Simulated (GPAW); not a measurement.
MgSe:

```
Se Mg
1.0
     0.00000    2.72550    2.72550
     2.72550    0.00000    2.72550
     2.72550    2.72550    0.00000
Se Mg
1 1
Direct
  0.50000 0.50000 0.50000
  0.00000 0.00000 0.00000
```

Base run:

```yaml
Program: GPAW 26.7.0
Functional: PBEsol
Potentials_or_basis: PAW data sets generated in the run's folder for this functional
Cutoff: 800 eV
Basis: pw
k_mesh: 8 × 8 × 8
Occupations: fermi-dirac, width 0.05 eV
Spin: no spin polarisation
```

Its results: band gap on the k mesh 1.78 eV, indirect (least direct gap 2.52 eV).

Task: The run is repeated on the same cell with these changes: functional from PBEsol to TB-mBJ; potentials or basis from PAW data sets generated in the run's folder for this functional to GPAW PAW data sets for LDA (gpaw-data 1.2.1). What comes out?

Result: Band gap on the k mesh 2.75 eV, indirect (least direct gap 3.81 eV).

Caveats: a model potential gives levels but no total energy (some runs).

A k mesh can miss the band edges.

Not every run made on this cell is shown here.
